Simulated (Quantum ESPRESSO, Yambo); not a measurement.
# Te2Mo (2H monolayer): G0W0 with Yambo, start to end, part 2 of 3

Wanted: ground state, empty states, screening and self-energy for Te2Mo (2H monolayer).

Quantum ESPRESSO 7.5 and Yambo 5.3.0; PBE and many-body steps on it, plane waves. Known limits of the many-body steps: not at the basis limit; no spin-orbit coupling.

So far. Step 2 (Ground state): The gap is direct, at (0.333, 0.333, 0.000). Step 3 (Bands along the symmetry lines): The gap is 1.070 eV, as in the run before at this level.

**4. Empty states on the mesh, 6×6×1 mesh, 118 bands**

Level of this step: DFT, PBE, plane waves, norm-conserving pseudopotentials (Quantum ESPRESSO).

The sums over transitions need many empty states on a uniform mesh; this step solves for them.

pw.in reads:

```
&control
  calculation = 'nscf'
  prefix = 'x'
  outdir = 'o'
  pseudo_dir = 'pseudo'
/
&system
  ibrav = 0
  nat = 3
  ntyp = 2
  ecutwfc = 88.0
  nbnd = 118
  force_symmorphic = .true.
/
&electrons
  conv_thr = 1e-9
  electron_maxstep = 80
  diago_full_acc = .true.
  diago_thr_init = 5e-6
/
ATOMIC_SPECIES
  Mo 95.95 Mo.upf
  Te 127.6 Te.upf
CELL_PARAMETERS angstrom
  3.5604221049 0.0000000003 0.0000000000
  -1.7802110527 3.0834159909 0.0000000000
  0.0000000000 0.0000000000 17.0000000000
ATOMIC_POSITIONS crystal
  Mo 0.3333333333 0.6666666667 0.5000000000
  Te 0.6666666667 0.3333333333 0.6064934401
  Te 0.6666666667 0.3333333333 0.3935065599
K_POINTS automatic
  6 6 1 0 0 0
```

Run with:

```sh
$ OMP_NUM_THREADS=1 mpirun -n 4 pw.x -nk 4 -in pw.in > pw.out
```

The log of the run:

```text
[banner, memory and clock lines left out]
Program PWSCF v.7.5 starts

     Atomic positions and unit cell read from directory:
     o/x.save/

     Message from routine setup:
     using ibrav=0 with symmetry is DISCOURAGED, use correct ibrav instead

     G-vector sticks info

     bravais-lattice index     =            0
     lattice parameter (alat)  =       6.7282  a.u.
     unit-cell volume          =    1259.4448 (a.u.)^3
     number of atoms/cell      =            3
     number of atomic types    =            2
     number of electrons       =        62.00
     number of Kohn-Sham states=          118
     kinetic-energy cutoff     =      88.0000  Ry
     charge density cutoff     =     352.0000  Ry
     Exchange-correlation= PBE
                           (   1   4   3   4   0   0   0)

     celldm(1)=   6.728223  celldm(2)=   0.000000  celldm(3)=   0.000000
     celldm(4)=   0.000000  celldm(5)=   0.000000  celldm(6)=   0.000000

     crystal axes: (cart. coord. in units of alat)
               a(1) = (   1.000000   0.000000   0.000000 )
               a(2) = (  -0.500000   0.866025   0.000000 )
               a(3) = (   0.000000   0.000000   4.774715 )

     reciprocal axes: (cart. coord. in units 2 pi/alat)
               b(1) = (  1.000000  0.577350 -0.000000 )
               b(2) = ( -0.000000  1.154701  0.000000 )
               b(3) = (  0.000000 -0.000000  0.209437 )
     Pseudo is Norm-conserving + core correction, Zval = 14.0
     Generated using ONCVPSP code by D. R. Hamann
     Using radial grid of 1640 points,  6 beta functions with:
     Pseudo is Norm-conserving + core correction, Zval = 24.0
     Generated using ONCVPSP code by D. R. Hamann
     Using radial grid of 1294 points,  8 beta functions with:
     Mo               14.00    95.95000     Mo( 1.00)
     Te               24.00   127.60000     Te( 1.00)

     12 Sym. Ops. (no inversion) found

   Cartesian axes

     site n.     atom                  positions (alat units)
         1        Mo     tau(   1) = (  -0.0000000   0.5773503   2.3873574  )
         2        Te     tau(   2) = (   0.5000000   0.2886751   2.8958332  )
         3        Te     tau(   3) = (   0.5000000   0.2886751   1.8788816  )

     number of k points=     7
                       cart. coord. in units 2pi/alat
        k(    1) = (   0.0000000   0.0000000   0.0000000), wk =   0.0555556
        k(    2) = (  -0.0000000   0.1924501   0.0000000), wk =   0.3333333
        k(    3) = (  -0.0000000   0.3849002   0.0000000), wk =   0.3333333
        k(    4) = (   0.0000000  -0.5773503   0.0000000), wk =   0.1666667
        k(    5) = (   0.1666667   0.2886751   0.0000000), wk =   0.3333333
        k(    6) = (   0.1666667   0.4811252   0.0000000), wk =   0.6666667
        k(    7) = (   0.3333333   0.5773503   0.0000000), wk =   0.1111111

     Dense  grid:   140345 G-vectors     FFT dimensions: (  45,  45, 192)

     The potential is recalculated from file :
     o/x.save/charge-density

     Starting wfcs are   36 randomized atomic wfcs +   82 random wfcs

     Band Structure Calculation

     End of band structure calculation

          k = 0.0000 0.0000 0.0000 ( 17477 PWs)   bands (ev):

  -156.5656-156.5656-106.6138-106.6138-106.6138-106.6138-106.5440-106.5440
   -58.1082 -33.9132 -33.9132 -33.9031 -33.9031 -33.8503 -33.8503 -33.8402
   -33.8402 -33.8281 -33.8198 -32.2483 -32.1233 -32.1233  -9.9051  -8.9848
    -2.2916   0.9034   0.9773   0.9773   1.7380   1.7380   2.1615   5.6279
[...]
[... 3 further rows ...]
[...]
33.2670  33.8876  33.8876  34.4683  34.6084  34.6085

          k =-0.0000 0.1925 0.0000 ( 17487 PWs)   bands (ev):

  -156.5656-156.5656-106.6139-106.6139-106.6139-106.6139-106.5440-106.5440
[...]
[... 3 further rows ...]
[...]
33.5574  33.6516  33.8884  33.9100  34.1836  34.9551

          k =-0.0000 0.3849 0.0000 ( 17548 PWs)   bands (ev):

  -156.5656-156.5656-106.6140-106.6140-106.6139-106.6139-106.5440-106.5440
[...]
22.8117  22.8600  23.1516  23.3295  23.8069  24.4391  24.6463  24.9279
     [... 3 further rows ...]
    32.2298  32.4624  32.5938  32.6268  33.1467  33.1852  33.5499  33.8945
    34.0472  34.2083  34.5788  34.7633  35.1534  35.3191

          k = 0.0000-0.5774 0.0000 ( 17560 PWs)   bands (ev):

     [... further k-points ...]

     highest occupied, lowest unoccupied level (ev):     2.6091    3.6787

     XML data file, pseudopotentials, collected wavefunctions
```

Elapsed: 59 s, on 4 MPI ranks of Arm Neoverse V1, shared host; peak memory 1.1 GiB.

This step gave:

| Item | Value |
| --- | --- |
| gap | 1.070 eV |
| k of the valence top | 0.3333, 0.3333, 0 |
| k of the conduction bottom | 0.3333, 0.3333, 0 |
| least direct gap | 1.070 eV |
| k points computed | 7 |
| lowest point of the top converged band, above the valence top | 32.00 eV |

On this mesh the gap is 1.070 eV.

**5. Conversion and set-up**

This step: Yambo 5.3.0; conversion and set-up on PBE, plane waves, norm-conserving pseudopotentials.

The states are converted to the many-body program's format and the q mesh is built.

Run with:

```sh
$ (cd o/x.save; p2y > p2y.log; mv SAVE ../..); yambo > setup.log
```

The log of the run:

```text
 Yambo, version 5.3.0

 [02] CORE Variables Setup
 =========================

  [02.01] Unit cells
  ==================

  Cell kind             :  HCP
  Atoms in the cell     :  Mo  Te
  number of Mo atoms    :  1
  number of Te atoms    :  2

  List of atomic masses
  Mass of Mo    :  95.95000
  Mass of Te    :  127.6000

  List of atomic coordinates    : [cc]
  Mo1       : -0.65136E-09   3.8845       16.063      order 1
  Te1       :   3.36411   1.94227  19.48381  order 2
  Te2       :   3.36411   1.94227  12.64153  order 3

  Alat factors          :   6.72822   5.82681  32.12534 [a.u.]
  Direct lattice volume :   1259.44    [a.u.]
  Direct lattice vectors:  A[ 1 ]  A[ 2 ]  A[ 3 ]
   A[ 1 ]:   1.0000      0.97295E-10   0.0000      [iru]
    6.7282      0.56692E-09   0.0000      [cc]
   A[ 2 ]: -0.500000  1.000000  0.000000  [iru]
  -3.364111  5.826812  0.000000  [cc]
   A[ 3 ]:  0.000000  0.000000  1.000000  [iru]
    0.00000   0.00000  32.12534  [cc]

  Recip. lattice volume :  0.196952 [a.u.]
  Recip. lattice vectors:  B[ 1 ]  B[ 2 ]  B[ 3 ]
   B[ 1 ]:  1.000000  0.500000  0.000000  [iku]
   0.933855  0.539162 -0.000000  [cc]
   B[ 2 ]: -0.97295E-10   1.0000       0.0000      [iku]
  -0.90859E-10   1.0783       0.0000      [cc]
   B[ 3 ]:  0.000000  0.000000  1.000000  [iku]
   0.000000 -0.000000  0.195583  [cc]

  [02.02] Symmetries
  ==================

  Inversion symmetry    : yes
  Spatial inversion     : no
  Inversion index       :  13
  K-space Time-reversal : yes
  Magnetic symmetries   : no
  Time-reversal derived K-space symmetries:  13  24
  Group table correct   : yes
  Symmetries units      :  [cc]

   [S  1]:   1.0000      0.13695E-26   0.0000      0.14354E-17   1.0000       0.0000       0.0000       0.0000       1.0000
   [S  2]:  -1.0000     -0.16852E-09   0.0000     -0.16216E-09   1.0000       0.0000       0.0000       0.0000      -1.0000
   [S  3]: -0.500000  0.866025  0.000000 -0.866025 -0.500000  0.000000  0.000000  0.000000  1.000000
[...]
[S  9]: -0.500000 -0.866025  0.000000  0.866025 -0.500000  0.000000  0.000000  0.000000 -1.000000
   [S 10]: -0.500000  0.866025  0.000000 -0.866025 -0.500000  0.000000  0.000000  0.000000 -1.000000
     [... 12 further rows ...]
   [S*23]: -0.500000 -0.866025 -0.000000 -0.866025  0.500000 -0.000000 -0.000000 -0.000000 -1.000000
   [S*24]: -0.500000  0.866025 -0.000000  0.866025  0.500000 -0.000000 -0.000000 -0.000000 -1.000000

  [02.03] Reciprocal space
  ========================

  nG shells         :   6374
  nG charge         :  140345
  nG WFs            :  21027
  nC WFs            :  17598
  G-vecs. in first 80 shells:  [ Number ]
     1    3    5    7    9   11   17   29   41
    43   55   67   69   81   83   95  107  109
   115  127  139  151  153  165  177  189  201
[...]
777   789   801   803   815   827   851   863
  ...
[...]
K/Q-points units:
  rlu = crystal or reduced units; cc = cartesian coordinates; iku = interal k-units

  K [1]          [rlu]:  0.000000  0.000000  0.000000
         WF components:  17477
  K [2]          [rlu]: -0.98336E-26  0.16667       0.0000
         WF components:  17487
  K [3]          [rlu]: -0.96500E-26  0.33333       0.0000
         WF components:  17548
  K [4]          [rlu]:  0.96532E-28 -0.50000       0.0000
         WF components:  17560
  K [5]          [rlu]:  0.166667  0.166667  0.000000
         WF components:  17534
  K [6]          [rlu]:  0.166667  0.333333  0.000000
         WF components:  17593
  K [7]          [rlu]:  0.333333  0.333333  0.000000
         WF components:  17598

  [02.05] Energies & Occupations
  ==============================

  [X] === General ===
  [X] Electronic Temperature                        :  0.000000  0.000000 [eV K]
  [X] Bosonic    Temperature                        :  0.000000  0.000000 [eV K]
  [X] Finite Temperature mode                       : no
  [X] El. density                                   :  0.33221E+24 [cm-3]
  [X] Fermi Level                                   :  2.609119 [eV]

  [X] === Gaps and Widths ===
  [X] Conduction Band Min                           :  1.069542 [eV]
  [X] Valence Band Max                              :  0.000000 [eV]
  [X] Filled Bands                                  :  31
  [X] Empty Bands                                   :   32  118
  [X] Direct Gap                                    :  1.069542 [eV]
  [X] Direct Gap localized at k                     :   7
  [X] Indirect Gap                                  :  1.069542 [eV]
  [X] Indirect Gap between kpts                     :   7   7
  [X] Last valence band width                       :  0.685569 [eV]
  [X] 1st conduction band width                     :  1.949223 [eV]

  E @ K [1]:  [eV]
  -159.1747 -159.1747 -109.2230 -109.2230 -109.2230 -109.2230 -109.1531 -109.1531
[...]
occ @ K [1]
[...]
E @ K [2]:  [eV]
[...]
occ @ K [2]
[...]
E @ K [3]:  [eV]
[...]
occ @ K [3]
[...]
E @ K [4]:  [eV]
[...]
occ @ K [4]
[...]
E @ K [5]:  [eV]
[...]
occ @ K [5]
[...]
E @ K [6]:  [eV]
[...]
occ @ K [6]
[...]
E @ K [7]:  [eV]
[...]
occ @ K [7]
[...]
0.000000  0.000000  0.000000  0.000000  0.000000  0.000000  0.000000  0.000000
   0.000000  0.000000  0.000000  0.000000  0.000000  0.000000  0.000000  0.000000

 [03] Transferred momenta grid and indexing
 ==========================================

 IBZ Q-points                                      :   7
 BZ  Q-points                                      :   36

 K/Q-points units:
 rlu = crystal or reduced units; cc = cartesian coordinates; iku = interal k-units

 Q [1]          [rlu]:  0.000000  0.000000  0.000000
 Q [2]          [rlu]:  0.27625E-18  0.16667       0.0000
 Q [3]          [rlu]:  0.55249E-18  0.33333       0.0000
 Q [4]          [rlu]: -0.82874E-18 -0.50000       0.0000
 Q [5]          [rlu]:  0.166667  0.166667  0.000000
 Q [6]          [rlu]:  0.166667  0.333333  0.000000
 Q [7]          [rlu]:  0.333333  0.333333  0.000000

  [03.01] X indexes
  =================

   [03.01.01] Sigma indexes
   ========================

 [06] Game Over & Game summary
```

It took 3.6 s on 1 MPI rank; peak memory 0.27 GiB.

(Part 2 of 3 ends here.)

[Paths, hosts, dates, memory and timing lines, banners, echoed tables and standing remarks are left out of the program output.]

[Logs are printed without paths, hosts, clocks, repeated set-up lines and the standing remarks that a program may print on its own settings, such as how far it seeks lower states.]

[Runs of the session that timed out or met a known fault of the program may be left out.]

[Hosts, paths, dates, database ids (printed as entryN), source tags and the programs' standing remarks are cut or masked in the printed files.]
